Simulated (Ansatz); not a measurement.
Ga, DFT, PBE, PAW with Ansatz's default frozen-core files, scalar-relativistic (Ansatz 0.2.0), run on 1 thread of Arm Neoverse V2 on a shared host.

The cell is a measured one (Crystallography Open Database entry 9011089); the temperature and pressure of the measurement aren't taken into account, and nothing was relaxed. The listed cell was then made from it by scaling, straining or moving an atom.

Command: `ansatz run input.yaml --threads 1 --pin off --max-ram 3072MiB --backend cpu --events-out ev --progress --plain --runs-dir out`

```yaml
crystal:
  lattice:
    - [1.3783745474, -4.0130333442, 0.0]
    - [1.3783745474, 4.0130333442, 0.0]
    - [-0.1170571877, 0.0, 3.3187930272]
  atoms:
    - { symbol: Ga, position: [0.869, 0.131, 0.25] }
    - { symbol: Ga, position: [0.131, 0.869, 0.75] }
kpoints:
  mp_grid: { grid: [14, 14, 11] }
scf:
  occupations: { method: fermi_dirac, width: 0.03 }
hamiltonian:
  xc: pbe
  pseudopotentials: { kind: paw }
output:
  forces: true
  stress: true
  eigenvalues: true
  efg: { contact_densities: true }
  write_density: true
  write_potential: true
  elf: true
  volumetric_format: npy
```

How large is the problem that the program sets up?

582 irreducible k-points, 713 plane waves at Γ, 17 bands.

About how long does it take, and how much memory does it use?

28 s of wall time for 7 SCF iterations, with a peak of 0.55 GiB. Times on shared machines scatter by tens of per cent.

And the same cell and mesh by crystal-made all-electron datasets, asked for forces, stress, eigenvalues, efg, on the same hardware?

46 s, peak memory 0.94 GiB.
